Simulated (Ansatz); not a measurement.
**Al2O3: changing the functional**

```
Al O
1.0
     4.61378    0.00000    0.00000
     0.00000    9.56328    0.00000
     0.00000    0.00000    3.11986
Al O
4 6
Direct
  0.98298 0.82457 0.00000
  0.01702 0.17543 0.00000
  0.48297 0.67543 0.50000
  0.51702 0.32457 0.50000
  0.50000 0.50000 0.50000
  0.12363 0.75305 0.50000
  0.37637 0.25305 0.00000
  0.62364 0.74695 0.00000
  0.00000 0.00000 0.00000
  0.87636 0.24695 0.50000
```

Measurements of this composition are mostly on another form, of space group No. 167.

Kept alike: task band structure; k mesh 6 × 3 × 9; occupations fermi-dirac, width 0.05 eV; no spin polarisation. Program: Ansatz, Ansatz PAW. Cutoffs run from 420 to 500 eV. The mesh is that of the run's cell of 10 atoms. No spin-orbit coupling.

| run | band gap (eV) | pressure (GPa) |
| --- | --- | --- |
| A | 3.362 | -6.51 |
| B | 4.116 | -4.14 |
| C | 3.643 | 1.45 |
| D | 3.428 | -2.59 |

Pressure is positive in compression, with a Pulay correction for the finite cutoff. Gaps are the smaller of the mesh's and the band path's. All rows use potentials made for PBE.

Q: The runs differ in the functional (and the cutoff that goes with it) alone: BLYP; LDA; PBEsol; r2SCAN. Which run is which?

A: Run A is LDA; run B is r2SCAN; run C is BLYP; run D is PBEsol. The band gap runs from 3.362 (LDA) to 4.116 eV (r2SCAN). The pressure runs from -6.51 (LDA) to 1.45 GPa (BLYP). A positive pressure means that the functional's own cell is larger than the one given, a negative one that it is smaller.

The pressures follow the usual order of binding: LDA overbinds and favours the smallest cell, PBEsol corrects this only partly, and BLYP, whose stronger gradient dependence of exchange favours inhomogeneous densities, prefers a larger cell. The gap rises with pressure across these three, but r2SCAN breaks the pattern, with the widest gap at a clearly negative pressure. Since the geometry is shared, the gap differences are electronic rather than a result of cell expansion. r2SCAN's dependence on the kinetic-energy density, treated with an orbital-dependent potential, probably opens the gap between the O 2p valence states and the Al–O antibonding conduction states.

All four gaps lie far below that of corundum. Semilocal functionals account for part of this, but the open framework of tetrahedral Al probably contributes too, as low-coordinate oxygen leaves 2p lone pairs high in energy. The values therefore shouldn't be read as estimates for ordinary alumina, and the pressures don't rank the two forms in stability.
